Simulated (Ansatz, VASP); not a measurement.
One calculation of Al, two programs

```
Al
1.0
     2.90705    0.00000    0.00000
    -1.45353    2.51758    0.00000
     0.00000    0.00000   29.05962
Al
4
Direct
  0.33333 0.66667 0.54722
  0.00000 0.00000 0.62371
  0.66667 0.33333 0.70231
  0.33333 0.66667 0.78125
```

Alike in both runs: task single point; functional PBEsol; dispersion D3(BJ); k mesh 15 × 15 × 1; occupations methfessel-paxton of order 1, width 0.1 eV; no spin polarisation.

```csv
,VASP,Ansatz
version,VASP 6.6.1,Ansatz 0.2.0
potentials or method,"VASP PAW PBE potentials, release 64 (Al)","scalar-relativistic, plane waves, PAW"
plane-wave cutoff (eV),520,420
valence electrons in the cell,12,12
```

|  | VASP | Ansatz | Ansatz less VASP |
| --- | --- | --- | --- |
| gap on the k mesh at the Fermi level (eV) | none | none | - |
| rms of the force components (eV/Å) | 0.113 | 0.113 | -0.0006 |

Atom by atom the forces differ by 0.002 eV/Å (rms over components). A gap of «none» marks a metal or a gap that the smearing closes. Ansatz warned: «pseudo_functional_mismatch».

Caveats: the PAW data sets were made with another functional, which shifts forces and pressure a little (VASP).
